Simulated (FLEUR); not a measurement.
A run of FLEUR MaX-R8.1 (later development tree) is set up as follows.

inp.xml

```xml
<?xml version="1.0" encoding="UTF-8" standalone="no"?>
<fleurInput fleurInputVersion="0.39">
   <comment>
      Cu                                                                                                  
   </comment>
   <calculationSetup>
      <cutoffs Kmax="4.83" Gmax="15.0" GmaxXC="15.0" numbands="0"/>
      <scfLoop itmax="60" minDistance="0.00001" maxIterBroyd="15" imix="Anderson" alpha="0.05" precondParam="0.0" spinf="2.0" sdNocoIR="T"/>
      <coreElectrons ctail="T" frcor="F" kcrel="0" coretail_lmax="0"/>
      <xcFunctional name="PBEs" relativisticCorrections="F"/>
      <magnetism jspins="1"/>
      <soc l_soc="F" theta="0.0" phi="0.0" spav="F"/>
      <expertModes spex="0" secvar="F"/>
      <geometryOptimization l_f="F" forcealpha="1.0" forcemix="BFGS" epsdisp="0.00001" epsforce="0.00001"/>
      <ldaU l_linMix="F" mixParam="0.05" spinf="1.0"/>
   </calculationSetup>
   <cell>
      <bzIntegration valenceElectrons="38.0" mode="hist" fermiSmearingEnergy="0.00183747">
         <kPointListSelection listName="default-1"/>
         <!-- k-points included here -->
         <xi:include xmlns:xi="http://www.w3.org/2001/XInclude" href="kpts.xml"> </xi:include>
      </bzIntegration>
      <!-- symmetry operations included here -->
      <xi:include xmlns:xi="http://www.w3.org/2001/XInclude" href="sym.xml"> </xi:include>
      <bulkLattice scale="1.0">
         <bravaisMatrix>
            <row-1>    4.5362295197313003     0.0000000000000000     0.0000000000000000</row-1>
            <row-2>   -2.2681147597711639     3.9284900013442074     0.0000000000000000</row-2>
            <row-3>    0.0000000000000000     0.0000000000000000     7.3618209574806706</row-3>
         </bravaisMatrix>
      </bulkLattice>
   </cell>
   <atomSpecies>
      <species name="Copper (Cu)" element="Cu" atomicNumber="29">
         <mtSphere radius="2.03" gridPoints="691" logIncrement="0.018"/>
         <atomicCutoffs lmax="8" lnonsphr="8"/>
         <electronConfig flipSpins="F">
            <coreConfig>(1s1/2) (2s1/2) (2p1/2) (2p3/2)</coreConfig>
            <valenceConfig>(3s1/2) (3p1/2) (3p3/2) (4s1/2) (3d3/2) (3d5/2)</valenceConfig>
            <stateOccupation state="(4s1/2)" spinUp="0.500000" spinDown="0.500000"/>
         </electronConfig>
         <energyParameters s="4" p="4" d="3" f="4"/>
         <lo type="SCLO" l="0" n="3" eDeriv="0"/>
         <lo type="SCLO" l="1" n="3" eDeriv="0"/>
         <lo type="SCLO" l="1" n="3" eDeriv="1"/>
         <lo type="SCLO" l="2" n="3" eDeriv="2"/>
         <lo type="SCLO" l="3" n="4" eDeriv="2"/>
      </species>
   </atomSpecies>
   <atomGroups>
      <atomGroup species="Copper (Cu)">
         <relPos label="                   1">-1.000/3.000 1.000/3.000 -1.000/4.000</relPos>
         <relPos label="                   2">1.000/3.000 -1.000/3.000 1.000/4.000</relPos>
         <force calculate="T" relaxXYZ="TTT"/>
      </atomGroup>
   </atomGroups>
   <output dos="F" band="F" slice="F">
      <checks vchk="F" cdinf="F"/>
      <bandDOS minEnergy="-.5*Htr" maxEnergy="0.5*Htr" sigma="0.015" storeEVData="T"/>
      <vacuumDOS vacdos="F" integ="F" star="F" nstars="0" locx1="0.0" locy1="0.0" locx2="0.0" locy2="0.0" nstm="0" tworkf="0.0"/>
      <unfoldingBand unfoldBand="F" supercellX="1" supercellY="1" supercellZ="1"/>
      <plotting iplot="0" polar="F">
         <plot TwoD="T" vec1="  1.0  0.0  0.0" vec2="  0.0  1.0  0.0" vec3="  0.0  0.0  1.0" zero="  0.0  0.0  0.0" file="plot"/>
      </plotting>
      <chargeDensitySlicing numkpt="0" minEigenval="0.0" maxEigenval="0.0" nnne="0" pallst="F"/>
      <specialOutput eonly="F"/>
      <moessbauerParams electricFieldGradient="T" isomerShift="T" coreHyperfine="T" valenceHyperfine="T"/>
      <magneticCircularDichroism mcd="F" energyLo="-10.0" energyUp="0.0"/>
   </output>
  <!-- We include the file relax.xml here to enable relaxations (see documentation) -->
  <xi:include xmlns:xi="http://www.w3.org/2001/XInclude" href="relax.xml"> <xi:fallback/> </xi:include>
</fleurInput>
```

The input crystal.txt:

```
Cu
&input cartesian=F /
2.4004692853  0.0000000000  0.0000000000
-1.2002346426  2.0788673820  0.0000000000
0.0000000000  0.0000000000  3.8957078815
1.8897261246
1.0 1.0 1.0

2
29 0.6666666666  0.3333333332  0.7500000000
29 0.3333333332  0.6666666666  0.2500000000

&kpt div1=12 div2=12 div3=7 gamma=T /
```

Potentials or basis: all-electron, FLAPW.

Run with:

```console
$ inpgen -f crystal.txt -profile fastHighL
$ # inp.xml edited to the form shown
$ fleur_MPI
```

Question: What does it give for the band gap on the k mesh?

Answer: None (metal or under the smearing width).

Core levels (eV from the Fermi level):
| atom | levels |
| --- | --- |
| 1 Cu | 1s1/2 -8839.1, 2s1/2 -1059.8, 2p1/2 -928.5, 2p3/2 -908.0 |
| 2 Cu | 1s1/2 -8839.1, 2s1/2 -1059.8, 2p1/2 -928.5, 2p3/2 -908.0 |
